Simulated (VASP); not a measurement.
# Be (P6_3/mmc) in VASP: further runs, part 2 of 2

VASP 6.6.1.

## Step 4: Relaxation of cell and atoms, PBEsol, target pressure 47.9 GPa, at which the enthalpy is minimised

This run uses another cell than the first one, of 6.09 Å³/atom, 0.751 times its volume.

The input, INCAR:

```
ALGO     = Normal         # electronic algorithm
EDIFF    = 1E-7           # SCF threshold, eV
EDIFFG   = -0.005         # ionic threshold
ENCUT    = 600            # plane-wave cutoff, eV
GGA      = PS             # functional
IBRION   = 2              # ionic algorithm
ISIF     = 3              # what is computed and relaxed
ISMEAR   = 1              # smearing method
LASPH    = True           # aspherical terms in the spheres
LCHARG   = False          # write CHGCAR
LREAL    = False          # projectors in reciprocal space
LWAVE    = False          # write WAVECAR
NELM     = 80             # most SCF steps
NSW      = 90             # ionic steps
PREC     = Accurate       # precision mode
PSTRESS  = 479.0        
SIGMA    = 0.1            # smearing width, eV
```

The input, KPOINTS:

```
k-points
0
Gamma
  18 18 10
```

The input, POSCAR:

```
Be                                      
1.0
    2.0656970146      0.0000000000      0.0000000000
   -1.0328485073      1.7889460912     -0.0000000000
    0.0000000000      0.0000000000      3.2961368930
  Be            
     2
Direct
     0.3333333332999970    0.6666666667000030    0.2500000000000000
     0.6666666667000030    0.3333333332999970    0.7500000000000000
```

Potentials or basis: VASP PAW PBE potentials, release 64 (Be).

On the command line:

```sh
$ cat potpaw_PBE.64/Be/POTCAR > POTCAR
$ mpirun -np 1 vasp_std > vasp.out
```

OUTCAR:

```text
EDIFF = 1E-7
   EDIFFG = -0.005
   ENCUT = 600
   GGA = PS
   IBRION = 2
   ISIF = 3
   ISMEAR = 1
   LASPH = True
   LREAL = False
   NELM = 80
   NSW = 90
   PREC = Accurate
   PSTRESS = 479.0

 ion  position               nearest neighbor table
   1  0.333  0.667  0.250-   2 2.03   2 2.03   2 2.03   2 2.03   2 2.03   2 2.03
   2  0.667  0.333  0.750-   1 2.03   1 2.03   1 2.03   1 2.03   1 2.03   1 2.03

  LATTYP: Found a hexagonal cell.
 ALAT       =     2.0656970146
 C/A-ratio  =     1.5956536073

  Lattice vectors:

 A1 = (   2.0656970146,   0.0000000000,   0.0000000000)
 A2 = (  -1.0328485073,   1.7889460912,   0.0000000000)
 A3 = (   0.0000000000,   0.0000000000,   3.2961368930)

Analysis of symmetry for initial positions (statically):
=====================================================================
 Subroutine PRICEL returns:
 Original cell was already a primitive cell.

 Routine SETGRP: Setting up the symmetry group for a
 hexagonal supercell.

 Subroutine GETGRP returns: Found 24 space group operations
 (whereof 12 operations were pure point group operations)
 out of a pool of 24 trial point group operations.

The static configuration has the point symmetry D_3d.
 The point group associated with its full space group is D_6h.

Analysis of symmetry for dynamics (positions and initial velocities):
=====================================================================
 Subroutine PRICEL returns:
 Original cell was already a primitive cell.

 Routine SETGRP: Setting up the symmetry group for a
 hexagonal supercell.

 Subroutine GETGRP returns: Found 24 space group operations
 (whereof 12 operations were pure point group operations)
 out of a pool of 24 trial point group operations.

The dynamic configuration has the point symmetry D_3d.
 The point group associated with its full space group is D_6h.

 Subroutine INISYM returns: Found 24 space group operations
 (whereof 12 operations are pure point group operations),
 and found     1 'primitive' translations

----------------------------------------------------------------------------------------

                                     Primitive cell

  volume of cell :      12.1806

  direct lattice vectors                    reciprocal lattice vectors
     2.065697015  0.000000000  0.000000000     0.484098100  0.279494168  0.000000000
    -1.032848507  1.788946091  0.000000000     0.000000000  0.558988337  0.000000000
     0.000000000  0.000000000  3.296136893     0.000000000  0.000000000  0.303385458

  length of vectors
     2.065697015  2.065697015  3.296136893     0.558988337  0.558988337  0.303385458

  position of ions in fractional coordinates (direct lattice)
     0.333333333  0.666666667  0.250000000
     0.666666667  0.333333333  0.750000000

  ion indices of the primitive-cell ions
   primitive index   ion index
                 1           1
                 2           2

----------------------------------------------------------------------------------------

 KPOINTS: k-points

Automatic generation of k-mesh.
 Grid dimensions read from file:
[... 24 lines left out ...]
  0.111111  0.000000  0.000000      6.000000
  0.166667  0.000000  0.000000      6.000000
  0.222222  0.000000  0.000000      6.000000
  0.277778  0.000000  0.000000      6.000000
[... 16 lines left out ...]
  0.333333  0.111111  0.000000     12.000000
  0.388889  0.111111  0.000000     12.000000
 [... further k-points ...]
   k-points           NKPTS =    222   k-points in BZ     NKDIM =    222   number of bands    NBANDS=      6
   number of dos      NEDOS =    301   number of ions     NIONS =      2
   total plane-waves  NPLWV =   9072
   dimension x,y,z NGX =    18 NGY =   18 NGZ =   28
   dimension x,y,z NGXF=    36 NGYF=   36 NGZF=   56
   ions per type =               2
   NGX,Y,Z   is equivalent  to a cutoff of  14.49, 14.49, 14.12 a.u.
   NGXF,Y,Z  is equivalent  to a cutoff of  28.97, 28.97, 28.24 a.u.
 SYSTEM =  unknown system
   PREC   = accura    normal or accurate (medium, high low for compatibility)
   ISTART =      0    job   : 0-new  1-cont  2-samecut
   ICHARG =      2    charge: 1-file 2-atom 10-const
   ISPIN  =      1    spin polarized calculation?
   LNONCOLLINEAR =      F non collinear calculations
   LSORBIT =      F    spin-orbit coupling
   LASPH  =      T    aspherical Exc in radial PAW
   ENCUT  =  600.0 eV  44.10 Ry    6.64 a.u.   4.13  4.13  6.58*2*pi/ulx,y,z
   NELM   =     80;   NELMIN=  2; NELMDL= -5     # of ELM steps
   EDIFF  = 0.1E-06   stopping-criterion for ELM
   LREAL  =      F    real-space projection
   EDIFFG = -.5E-02   stopping-criterion for IOM
   NSW    =     90    number of steps for IOM
   IBRION =      2    ionic relax: 0-MD 1-quasi-New 2-CG
   NFREE  =      1    steps in history (QN), initial steepest desc. (CG)
   ISIF   =      3    stress and relaxation
   ISYM   =      2    0-nonsym 1-usesym 2-fastsym
   POTIM  = 0.5000    time-step for ionic-motion
   TEBEG  =    0.0;   TEEND  =   0.0 temperature during run
   PSTRESS=  479.0 pullay stress
   NELECT =       4.0000    total number of electrons
   NUPDOWN=      -1.0000    fix difference up-down
   EMIN   =  10.00;   EMAX   =-10.00  energy-range for DOS
   EFERMI =   0.00;   METHOD = LEGACY
   ISMEAR =     1;   SIGMA  =   0.10  broadening in eV -4-tet -1-fermi 0-gaus
   EFERMI_NEDOS =   21; number of points for ismear=-14 and -15
   IALGO  =     38    algorithm
   IMIX   =      4    mixing-type and parameters
     AMIX     =   0.40;   BMIX     =  1.00
     AMIX_MAG =   1.60;   BMIX_MAG =  1.00
  volume/ion in A,a.u.               =       6.09        41.10
  Fermi-wavevector in a.u.,A,eV,Ry     =   1.129462  2.134375 17.356753  1.275685
  Thomas-Fermi vector in A             =   2.266156
   LORBIT       =      0    0 simple, 1 ext, 2 COOP (PROOUT), +10 PAW based schemes
   GGA     = PS    functional components
   LHFCALC =     F    Hartree Fock is set to
   AEXX    =    0.0000 exact exchange contribution
   IVDW    =     0    specifies the selected vdW correction
   LEPSILON=     F    determine dielectric tensor
   LRPA    =     F    only Hartree local field effects (RPA)
 conjugate gradient relaxation of ions
 non-spin polarized calculation
 Methfessel and Paxton  Order N= 1 SIGMA  =   0.10
  energy-cutoff  :      600.00
  volume of cell :       12.18
 maximum number of plane-waves:       424
 NGX is ok and might be reduce to    18
   NGX =  9   NGY =  9   NGZ = 13

 number of electron       4.0000000 magnetization

 Free energy of the ion-electron system (eV)
  ---------------------------------------------------
  ext. energy  EPLUGINS =         0.00000000
  ---------------------------------------------------
  free energy    TOTEN  =        -7.55333318 eV

  energy without entropy =       -7.55311798  energy(sigma->0) =       -7.55326144

 E-fermi :   9.5203     XC(G=0): -11.4984

 val. band max:        9.5110185601   @ k =   0.3333   0.2778   0.3000
 cond. band min:       9.5650755271   @ k =   0.3333   0.2778   0.2000
 fundamental gap:      0.0540569669
 Fermi energy:         9.5202778522

 k-point     1 :       0.0000    0.0000    0.0000
  band No.  band energies     occupation
      1      -3.4364      2.00000
      2       3.7076      2.00000
      3      11.2692     -0.00000
      4      29.2509      0.00000
      5      29.2509      0.00000
      6      32.5762      0.00000
[... 199 lines left out ...]
 k-point    24 :       0.3889    0.1111    0.0000
  band No.  band energies     occupation
      1       2.9045      2.00000
      2       7.2416      2.00000
      3      12.7804      0.00000
      4      16.1885      0.00000
      5      18.2585      0.00000
      6      18.6123      0.00000

 [... further k-points ...]

------------------------ aborting loop because EDIFF is reached ----------------------------------------

  FORCE on cell =-STRESS in cart. coord.  units (eV):
  Direction    XX          YY          ZZ          XY          YZ          ZX
  --------------------------------------------------------------------------------------
  -------------------------------------------------------------------------------------
  Total        3.6464232      3.6464232      3.6466337      0.0000000      0.0000000      0.0000000
  in kB      479.6324336    479.6324336    479.6601180      0.0000000      0.0000000      0.0000000
  external PRESSURE =       0.6416618 kB  Pullay stress =     479.0000000 kB

 VOLUME and BASIS-vectors are now :
 -----------------------------------------------------------------------------
  energy-cutoff  :      600.00
  volume of cell :       12.18
      direct lattice vectors                 reciprocal lattice vectors
     2.065697015  0.000000000  0.000000000     0.484098100  0.279494168  0.000000000
    -1.032848507  1.788946091  0.000000000     0.000000000  0.558988337  0.000000000
     0.000000000  0.000000000  3.296136893     0.000000000  0.000000000  0.303385458

 POSITION                                       TOTAL-FORCE (eV/Angst)
 -----------------------------------------------------------------------------------
     -0.00000      1.19263      0.82403        -0.000000      0.000000      0.000000
      1.03285      0.59632      2.47210         0.000000     -0.000000      0.000000
 -----------------------------------------------------------------------------------
    total drift:                                0.000000     -0.000000      0.000000

  FREE ENERGIE OF THE ION-ELECTRON SYSTEM (eV)
  ---------------------------------------------------
  free  energy   TOTEN  =        -7.5533331765 eV

  energy  without entropy=       -7.5531179813  energy(sigma->0) =       -7.55326144

  enthalpy is  TOTEN    =        -3.9117180305 eV   P V=        3.6416151460

 reached required accuracy - stopping structural energy minimisation
```

Wall time 12 s (1 thread of Intel Xeon Platinum 8259CL at 2.50GHz (Skylake/Cascade Lake), shared host); peak memory 0.13 GiB.

Results:

- Free energy: -7.5533 eV
- Pressure after relaxing: 48.0 GPa
- Band gap on the k mesh: none (metal or under the smearing width)

Final structure:
```xyz
2
Lattice="2.0657 0.0000 0.0000 -1.0328 1.7889 0.0000 0.0000 0.0000 3.2961" Properties=species:S:1:pos:R:3 pbc="T T T"
Be    0.0000    1.1926    0.8240
Be    1.0328    0.5963    2.4721
```

Levels at points of the mesh, in eV from the Fermi level:
```
           k point  band 1  band 2  band 3  band 4  band 5
(0.00, 0.00, 0.00)  -12.96   -5.81    1.75   19.73   19.73
(0.50, 0.00, 0.00)   -6.20   -3.50    4.10    7.26    8.37
(0.00, 0.00, 0.50)  -10.66  -10.66   12.45   12.45   21.72
(0.50, 0.00, 0.50)   -4.64   -4.64    2.40    2.40   14.58
```

Caveat: the relaxation stopped at its first step, so nothing moved; the cell is relaxed towards a set pressure, so the enthalpy falls and the energy may rise; the PAW data sets were made with another functional, which shifts forces and pressure a little.
